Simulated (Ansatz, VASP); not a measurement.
**Nb in VASP and in Ansatz**

File INCAR:

```
PREC     = Accurate       # precision mode
ENCUT    = 520            # plane-wave cutoff, eV
EDIFF    = 1E-6           # SCF threshold, eV
ISMEAR   = -1             # smearing method
SIGMA    = 0.1            # smearing width, eV
LREAL    = F              # projectors in reciprocal space
LASPH    = T              # aspherical terms in the spheres
NELM     = 100            # most SCF steps
ALGO     = Normal         # electronic algorithm
ISIF     = 2              # what is computed and relaxed
LWAVE    = F              # write WAVECAR
LCHARG   = F              # write CHGCAR
GGA      = RE             # functional
NBANDS   = 12             # bands
```

File KPOINTS:

```
Automatic mesh
0
Gamma
  14 14 14
```

File POSCAR:

```
Nb
1.0
    0.0000000000      2.0905183152      2.0905183152
    2.0905183152      0.0000000000      2.0905183152
    2.0905183152      2.0905183152      0.0000000000
Nb
1
Direct
    0.0000000000      0.0000000000      0.0000000000
```

Input for Ansatz:

```yaml
crystal:
  lattice:
    - [0.0, 2.0905183152, 2.0905183152]
    - [2.0905183152, 0.0, 2.0905183152]
    - [2.0905183152, 2.0905183152, 0.0]
  atoms:
    - { symbol: Nb, position: [0.0, 0.0, 0.0] }
hamiltonian:
  xc: revpbe
  pseudopotentials:
    kind: paw
    azcp:
      Nb: "pseudopotentials/Nb.paw.azcp"
basis:
  ecutwfc: 420
  fft_grid_basis: typed
kpoints:
  mp_grid: { grid: [14, 14, 14], shift: [0, 0, 0] }
magnetization:
  spin_polarized: false
scf:
  occupations: { method: fermi_dirac, width: 0.1 }
  lower_state_search: "off"
output:
  stress: true
```

Alike in both runs: task single point; functional revPBE; k mesh 14 × 14 × 14; occupations fermi-dirac, width 0.1 eV; no spin polarisation.

|  | VASP | Ansatz |
| --- | --- | --- |
| version | VASP 6.6.1 | Ansatz 0.2.0 |
| potentials or method | VASP PAW PBE potentials, release 64 (Nb_sv) | plane waves (420 eV) with PAW, scalar-relativistic |
| plane-wave cutoff (eV) | 520 | 420 |
| valence electrons in the cell | 13 | 13 |

|  | VASP | Ansatz | Ansatz less VASP |
| --- | --- | --- | --- |
| pressure (GPa) | 6.3 | 6.7 | +0.34 |

Caveats: the PAW data sets were made with another functional, which shifts forces and pressure a little (VASP).
